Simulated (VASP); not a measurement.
# ZnS (F-43m) in VASP: notebook, part 2 of 3

VASP 6.6.1.

### Step 3. Band structure, LDA

INCAR

```
SYSTEM = ZnS
PREC     = Accurate       ! precision mode
ENCUT    = 520            ! plane-wave cutoff, eV
EDIFF    = 1E-7           ! SCF threshold, eV
ISMEAR   = 0              ! smearing method
SIGMA    = 0.03           ! smearing width, eV
LREAL    = .False.        ! projectors in reciprocal space
LASPH    = .True.         ! aspherical terms in the spheres
NELM     = 80             ! most SCF steps
ALGO     = Fast           ! electronic algorithm
ISIF     = 2              ! what is computed and relaxed
LWAVE    = .False.        ! write WAVECAR
LCHARG   = .False.        ! write CHGCAR
GGA      = CA             ! functional
NBANDS   = 16             ! bands
```

KPOINTS

```
regular mesh
0
Gamma
  10 10 10
  0 0 0
```

POSCAR

```
ZnS                                     
1.0
    0.0000000000      2.6803314388      2.6803314388
    2.6803314388      0.0000000000      2.6803314388
    2.6803314388      2.6803314388      0.0000000000
  Zn              S             
     1     1
Direct
     0.2500000000000000    0.2500000000000000    0.2500000000000000
     0.0000000000000000    0.0000000000000000    0.0000000000000000
```

KPOINTS_OPT is that of step 2.

Potentials or basis: VASP PAW LDA potentials, release 64 (Zn, S).

On the command line:

```bash
cat potpaw_LDA.64/Zn/POTCAR potpaw_LDA.64/S/POTCAR > POTCAR
mpirun -np 1 vasp_std > vasp.out
```

OUTCAR:

```text
SYSTEM = ZnS
   PREC = Accurate
   ENCUT = 520
   EDIFF = 1E-7
   ISMEAR = 0
   LREAL = .False.
   LASPH = .True.
   NELM = 80
   ISIF = 2
   GGA = CA

 ion  position               nearest neighbor table
   1  0.250  0.250  0.250-   2 2.32   2 2.32   2 2.32   2 2.32
   2  0.000  0.000  0.000-   1 2.32   1 2.32   1 2.32   1 2.32

  LATTYP: Found a face centered cubic cell.
 ALAT       =     5.3606628776

  Lattice vectors:

 A1 = (   0.0000000000,   2.6803314388,   2.6803314388)
 A2 = (   2.6803314388,   0.0000000000,   2.6803314388)
 A3 = (   2.6803314388,   2.6803314388,   0.0000000000)

Analysis of symmetry for initial positions (statically):
=====================================================================
 Subroutine PRICEL returns:
 Original cell was already a primitive cell.

 Routine SETGRP: Setting up the symmetry group for a
 face centered cubic supercell.

 Subroutine GETGRP returns: Found 24 space group operations
 (whereof 24 operations were pure point group operations)
 out of a pool of 48 trial point group operations.

The static configuration has the point symmetry T_d .

Analysis of symmetry for dynamics (positions and initial velocities):
[... 164 lines left out ...]
 cond. band min:       4.1531408687   @ k =   0.0000   0.0000   0.0000
 fundamental gap:      1.9969972189
 Fermi energy:         2.2981594555

 k-point     1 :       0.0000    0.0000    0.0000
  band No.  band energies     occupation
      1     -11.1241      2.00000
      2      -4.4399      2.00000
      3      -4.4399      2.00000
      4      -4.4399      2.00000
      5      -3.9303      2.00000
      6      -3.9303      2.00000
[... 433 lines left out ...]
      3      -4.1870      2.00000
      4      -4.1790      2.00000
      5      -3.9053      2.00000
      6      -3.8701      2.00000
[... 8 lines left out ...]
     15      15.5902      0.00000
     16      18.0274      0.00000

 [... further k-points ...]

------------------------ aborting loop because EDIFF is reached ----------------------------------------

  FORCE on cell =-STRESS in cart. coord.  units (eV):
  Direction    XX          YY          ZZ          XY          YZ          ZX
  --------------------------------------------------------------------------------------
  -------------------------------------------------------------------------------------
  Total       -0.6321395     -0.6321395     -0.6321395     -0.0000000      0.0000000      0.0000000
  in kB      -26.2983195    -26.2983195    -26.2983195     -0.0000000      0.0000000      0.0000000
  external PRESSURE =     -26.2983195 kB  Pullay stress =       0.0000000 kB

 VOLUME and BASIS-vectors are now :
 -----------------------------------------------------------------------------
  energy-cutoff  :      520.00
  volume of cell :       38.51
      direct lattice vectors                 reciprocal lattice vectors
     0.000000000  2.680331439  2.680331439    -0.186544094  0.186544094  0.186544094
     2.680331439  0.000000000  2.680331439     0.186544094 -0.186544094  0.186544094
     2.680331439  2.680331439  0.000000000     0.186544094  0.186544094 -0.186544094

 POSITION                                       TOTAL-FORCE (eV/Angst)
 -----------------------------------------------------------------------------------
      1.34017      1.34017      1.34017        -0.000000     -0.000000     -0.000000
      0.00000      0.00000      0.00000         0.000000      0.000000      0.000000
 -----------------------------------------------------------------------------------
    total drift:                               -0.000001     -0.000001     -0.000001

  FREE ENERGIE OF THE ION-ELECTRON SYSTEM (eV)
  ---------------------------------------------------
  free  energy   TOTEN  =        -8.1975819301 eV

  energy  without entropy=       -8.1975819301  energy(sigma->0) =       -8.19758193
```

It took 55 s on 1 thread of AMD EPYC 9R45 (Zen 5), shared host; peak memory 0.14 GiB.

What came out:

| Item | Value |
| --- | --- |
| Free energy | -8.1976 eV |
| Pressure | -2.6 GPa |
| Band gap on the k mesh | 2.00 eV, direct |
| Band gap along the path | 2.00 eV, direct |

Levels at the corners of the path, in eV from the valence-band top:
```tsv
point	band 5	band 6	band 7	band 8	band 9	band 10	band 11	band 12	band 13	band 14
Γ	-6.09	-6.09	0.00	0.00	0.00	2.00	6.24	6.24	6.24	11.65
X	-6.01	-5.85	-4.76	-2.34	-2.34	3.14	3.90	10.89	11.95	11.95
X	-6.01	-5.85	-4.76	-2.34	-2.34	3.14	3.90	10.89	11.95	11.95
W	-6.13	-5.65	-4.79	-2.92	-2.87	5.53	6.04	7.74	8.03	12.40
W	-6.13	-5.65	-4.79	-2.92	-2.87	5.53	6.04	7.74	8.03	12.40
K	-6.05	-5.71	-4.82	-3.30	-1.90	3.91	5.88	9.27	9.73	10.57
K	-6.05	-5.71	-4.82	-3.30	-1.90	3.91	5.88	9.27	9.73	10.57
Γ	-6.09	-6.09	0.00	0.00	0.00	2.00	6.24	6.24	6.24	11.65
Γ	-6.09	-6.09	0.00	0.00	0.00	2.00	6.24	6.24	6.24	11.65
L	-6.05	-5.87	-5.54	-0.91	-0.91	3.16	6.78	6.78	8.72	11.97
L	-6.05	-5.87	-5.54	-0.91	-0.91	3.16	6.78	6.78	8.72	11.97
U	-6.05	-5.71	-4.82	-3.30	-1.90	3.91	5.88	9.27	9.73	10.57
U	-6.05	-5.71	-4.82	-3.30	-1.90	3.91	5.88	9.27	9.73	10.57
W	-6.13	-5.65	-4.79	-2.92	-2.87	5.53	6.04	7.74	8.03	12.40
W	-6.13	-5.65	-4.79	-2.92	-2.87	5.53	6.04	7.74	8.03	12.40
L	-6.05	-5.87	-5.54	-0.91	-0.91	3.16	6.78	6.78	8.72	11.97
L	-6.05	-5.87	-5.54	-0.91	-0.91	3.16	6.78	6.78	8.72	11.97
K	-6.05	-5.71	-4.82	-3.30	-1.90	3.91	5.88	9.27	9.73	10.57
U	-6.05	-5.71	-4.82	-3.30	-1.90	3.91	5.88	9.27	9.73	10.57
X	-6.01	-5.85	-4.76	-2.34	-2.34	3.14	3.90	10.89	11.95	11.95
```

### Step 4. Band structure, r2SCAN

INCAR, as its differences from that of step 3:

```diff
@@ -9,3 +9,3 @@
 NELM     = 80             ! most SCF steps
-ALGO     = Fast           ! electronic algorithm
+ALGO     = Normal         ! electronic algorithm
 ISIF     = 2              ! what is computed and relaxed
@@ -13,3 +13,4 @@
 LCHARG   = .False.        ! write CHGCAR
-GGA      = CA             ! functional
+METAGGA  = R2SCAN         ! meta-GGA
+LMIXTAU  = .True.       
 NBANDS   = 16             ! bands
```

KPOINTS is that of step 3.

POSCAR is that of step 3.

KPOINTS_OPT is that of step 3.

Potentials or basis: VASP PAW PBE potentials, release 64 (Zn, S).

On the command line:

```bash
cat potpaw_PBE.64/Zn/POTCAR potpaw_PBE.64/S/POTCAR > POTCAR
mpirun -np 1 vasp_std > vasp.out
```

OUTCAR:

```text
SYSTEM = ZnS
   PREC = Accurate
   ENCUT = 520
   EDIFF = 1E-7
   ISMEAR = 0
   LREAL = .False.
   LASPH = .True.
   NELM = 80
   ISIF = 2
   METAGGA = R2SCAN

 ion  position               nearest neighbor table
   1  0.250  0.250  0.250-   2 2.32   2 2.32   2 2.32   2 2.32
   2  0.000  0.000  0.000-   1 2.32   1 2.32   1 2.32   1 2.32

  LATTYP: Found a face centered cubic cell.
 ALAT       =     5.3606628776

  Lattice vectors:

 A1 = (   0.0000000000,   2.6803314388,   2.6803314388)
[... 644 lines left out ...]

  FORCE on cell =-STRESS in cart. coord.  units (eV):
  Direction    XX          YY          ZZ          XY          YZ          ZX
  --------------------------------------------------------------------------------------
  -------------------------------------------------------------------------------------
  Total        0.3131812      0.3131812      0.3131812      0.0000000      0.0000000      0.0000000
  in kB       13.0289915     13.0289915     13.0289915      0.0000000      0.0000000      0.0000000
  external PRESSURE =      13.0289915 kB  Pullay stress =       0.0000000 kB

 VOLUME and BASIS-vectors are now :
 -----------------------------------------------------------------------------
  energy-cutoff  :      520.00
  volume of cell :       38.51
      direct lattice vectors                 reciprocal lattice vectors
     0.000000000  2.680331439  2.680331439    -0.186544094  0.186544094  0.186544094
     2.680331439  0.000000000  2.680331439     0.186544094 -0.186544094  0.186544094
     2.680331439  2.680331439  0.000000000     0.186544094  0.186544094 -0.186544094

 POSITION                                       TOTAL-FORCE (eV/Angst)
 -----------------------------------------------------------------------------------
      1.34017      1.34017      1.34017        -0.000000     -0.000000     -0.000000
      0.00000      0.00000      0.00000         0.000000      0.000000      0.000000
 -----------------------------------------------------------------------------------
    total drift:                               -0.000011     -0.000011     -0.000010

  FREE ENERGIE OF THE ION-ELECTRON SYSTEM (eV)
  ---------------------------------------------------
  free  energy   TOTEN  =       -18.8640381492 eV

  energy  without entropy=      -18.8640381492  energy(sigma->0) =      -18.86403815
```

It took 4.2 min on 1 thread of AMD EPYC 9R45 (Zen 5), shared host; peak memory 0.16 GiB.

Results:

* Free energy: -18.8640 eV
* Pressure: 1.3 GPa
* Band gap on the k mesh: 2.79 eV, direct
* Band gap along the path: 2.79 eV, direct

Levels at the corners of the path, in eV from the valence-band top:
```tsv
point	band 5	band 6	band 7	band 8	band 9	band 10	band 11	band 12	band 13	band 14
Γ	-6.02	-6.02	0.00	0.00	0.00	2.79	6.88	6.88	6.88	12.33
X	-5.94	-5.80	-4.71	-2.37	-2.37	3.67	4.48	11.95	12.99	12.99
X	-5.94	-5.80	-4.71	-2.37	-2.37	3.67	4.48	11.95	12.99	12.99
W	-6.07	-5.60	-4.76	-2.93	-2.88	6.04	6.71	8.53	8.69	13.55
W	-6.07	-5.60	-4.76	-2.93	-2.88	6.04	6.71	8.53	8.69	13.55
K	-5.98	-5.66	-4.80	-3.30	-1.93	4.49	6.50	10.05	10.48	11.59
K	-5.98	-5.66	-4.80	-3.30	-1.93	4.49	6.50	10.05	10.48	11.59
Γ	-6.02	-6.02	0.00	0.00	0.00	2.79	6.88	6.88	6.88	12.33
Γ	-6.02	-6.02	0.00	0.00	0.00	2.79	6.88	6.88	6.88	12.33
L	-5.99	-5.82	-5.56	-0.92	-0.92	3.86	7.38	7.38	9.51	12.99
L	-5.99	-5.82	-5.56	-0.92	-0.92	3.86	7.38	7.38	9.51	12.99
U	-5.98	-5.66	-4.80	-3.30	-1.93	4.49	6.50	10.05	10.48	11.59
U	-5.98	-5.66	-4.80	-3.30	-1.93	4.49	6.50	10.05	10.48	11.59
W	-6.07	-5.60	-4.76	-2.93	-2.88	6.04	6.71	8.53	8.69	13.55
W	-6.07	-5.60	-4.76	-2.93	-2.88	6.04	6.71	8.53	8.69	13.55
L	-5.99	-5.82	-5.56	-0.92	-0.92	3.86	7.38	7.38	9.51	12.99
L	-5.99	-5.82	-5.56	-0.92	-0.92	3.86	7.38	7.38	9.51	12.99
K	-5.98	-5.66	-4.80	-3.30	-1.93	4.49	6.50	10.05	10.48	11.59
U	-5.98	-5.66	-4.80	-3.30	-1.93	4.49	6.50	10.05	10.48	11.59
X	-5.94	-5.80	-4.71	-2.37	-2.37	3.67	4.48	11.95	12.99	12.99
```

Caveat: the PAW data sets were made with another functional, which shifts forces and pressure a little.

### Step 5. Band structure, TB-mBJ

POSCAR is that of step 4.

INCAR.step1

```
SYSTEM = ZnS
PREC     = Accurate       ! precision mode
ENCUT    = 520            ! plane-wave cutoff, eV
EDIFF    = 1E-5           ! SCF threshold, eV
ISMEAR   = 0              ! smearing method
SIGMA    = 0.03           ! smearing width, eV
LREAL    = .False.        ! projectors in reciprocal space
LASPH    = .True.         ! aspherical terms in the spheres
NELM     = 80             ! most SCF steps
ALGO     = Normal         ! electronic algorithm
ISIF     = 2              ! what is computed and relaxed
LWAVE    = .True.         ! write WAVECAR
LCHARG   = .False.        ! write CHGCAR
NBANDS   = 16             ! bands
GGA      = PE             ! functional
```

INCAR.step2

```
SYSTEM = ZnS
PREC     = Accurate       ! precision mode
ENCUT    = 520            ! plane-wave cutoff, eV
EDIFF    = 1E-7           ! SCF threshold, eV
ISMEAR   = 0              ! smearing method
SIGMA    = 0.03           ! smearing width, eV
LREAL    = .False.        ! projectors in reciprocal space
LASPH    = .True.         ! aspherical terms in the spheres
NELM     = 80             ! most SCF steps
ALGO     = Normal         ! electronic algorithm
ISIF     = 2              ! what is computed and relaxed
LWAVE    = .False.        ! write WAVECAR
LCHARG   = .False.        ! write CHGCAR
METAGGA  = MBJ            ! meta-GGA
NBANDS   = 16             ! bands
ISTART   = 1
```

KPOINTS is that of step 4.

KPOINTS_OPT is that of step 4.

On the command line:

```bash
cat potpaw_PBE.64/Zn/POTCAR potpaw_PBE.64/S/POTCAR > POTCAR
cp INCAR.step1 INCAR
mpirun -np 1 vasp_std > vasp.out
cp INCAR.step2 INCAR
mpirun -np 1 vasp_std > vasp.out
```

It took 2.4 min on 1 thread of AMD EPYC 9R45 (Zen 5), shared host; peak memory 0.16 GiB.

The run converged. Its results:

```yaml
Band_gap_on_the_k_mesh: 3.79 eV, direct
Band_gap_along_the_path: 3.79 eV, direct
```

Levels at the corners of the path, in eV from the valence-band top:
```csv
point,band 6,band 7,band 8,band 9,band 10,band 11,band 12,band 13
Γ,-5.31,0.00,0.00,0.00,3.79,7.55,7.55,7.55
X,-5.13,-4.09,-2.10,-2.09,4.50,5.28,12.37,13.63
X,-5.13,-4.09,-2.10,-2.09,4.50,5.28,12.37,13.63
W,-4.96,-4.15,-2.54,-2.50,6.61,7.36,9.12,9.14
W,-4.96,-4.15,-2.54,-2.50,6.61,7.36,9.12,9.14
K,-5.02,-4.19,-2.87,-1.69,5.28,7.10,10.42,10.88
K,-5.02,-4.19,-2.87,-1.69,5.28,7.10,10.42,10.88
Γ,-5.31,0.00,0.00,0.00,3.79,7.55,7.55,7.55
Γ,-5.31,0.00,0.00,0.00,3.79,7.55,7.55,7.55
L,-5.15,-4.93,-0.81,-0.81,4.76,7.93,7.93,10.21
L,-5.15,-4.93,-0.81,-0.81,4.76,7.93,7.93,10.21
U,-5.02,-4.19,-2.87,-1.69,5.28,7.10,10.42,10.88
U,-5.02,-4.19,-2.87,-1.69,5.28,7.10,10.42,10.88
W,-4.96,-4.15,-2.54,-2.50,6.61,7.36,9.12,9.14
W,-4.96,-4.15,-2.54,-2.50,6.61,7.36,9.12,9.14
L,-5.15,-4.93,-0.81,-0.81,4.76,7.93,7.93,10.21
L,-5.15,-4.93,-0.81,-0.81,4.76,7.93,7.93,10.21
K,-5.02,-4.19,-2.87,-1.69,5.28,7.10,10.42,10.88
U,-5.02,-4.19,-2.87,-1.69,5.28,7.10,10.42,10.88
X,-5.13,-4.09,-2.10,-2.09,4.50,5.28,12.37,13.63
```

Caveat: the PAW data sets were made with another functional, which shifts forces and pressure a little.

(Part 2 of 3 ends here.)
